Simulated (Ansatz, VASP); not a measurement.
## GaP in VASP and in Ansatz

```
Ga P
1.0
     0.00000    2.74330    2.74330
     2.74330    0.00000    2.74330
     2.74330    2.74330    0.00000
Ga P
1 1
Direct
  0.00000 0.00000 0.00000
  0.75000 0.75000 0.75000
```

Change from the starting cell: volume scaled by 1.02.

Alike in both runs: task single point; functional PBE; k mesh 8 × 8 × 8; occupations fermi-dirac, width 0.05 eV; no spin polarisation.

|  | VASP | Ansatz |
| --- | --- | --- |
| version | VASP 6.6.1 | Ansatz 0.2.0 |
| potentials or method | VASP PAW PBE potentials, release 64 (Ga_d, P) | Ansatz PAW |
| plane-wave cutoff (eV) | 520 | 420 |
| valence electrons in the cell | 18 | 18 |

VASP gave:

```
gap on the k mesh at the Fermi level (eV) : 1.61
least direct gap on the mesh (eV)         : 1.66
pressure (GPa)                            : 0.8
```

Task: Which values does Ansatz return?

Result: gap on the k mesh at the Fermi level (eV): 1.61; least direct gap on the mesh (eV): 1.67; pressure (GPa): 0.8.

A k mesh can miss the band edges.
